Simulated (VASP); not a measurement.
Cu2O:

```xyz
6
Lattice="4.2311 0.0000 0.0000 0.0000 4.2311 0.0000 0.0000 0.0000 4.2311" Properties=species:S:1:pos:R:3 pbc="T T T"
Cu    1.0578    1.0578    1.0578
Cu    1.0578    3.1733    3.1733
Cu    3.1733    3.1733    1.0578
Cu    3.1733    1.0578    3.1733
O     0.0000    0.0000    0.0000
O     2.1156    2.1156    2.1156
```

Base run:

* Program: VASP 6.6.1
* Functional: PBEsol
* Potentials or basis: VASP PAW PBE potentials, release 64 (Cu, O)
* Cutoff: 520 eV
* k mesh: 4 × 4 × 4
* Occupations: gaussian, width 0.03 eV
* Spin: no spin polarisation

Its results: band gap on the k mesh 0.55 eV, direct; pressure 0.2 GPa.

Question: The run is repeated on the same cell with these changes: functional from PBEsol to HSE06. What comes out?

Answer: Band gap on the k mesh 2.10 eV, direct; pressure 5.3 GPa.

HSE06 gives the wider gap, since exact exchange removes part of the self-interaction.

Caveats: the PAW data sets were made with another functional, which shifts forces and pressure a little.
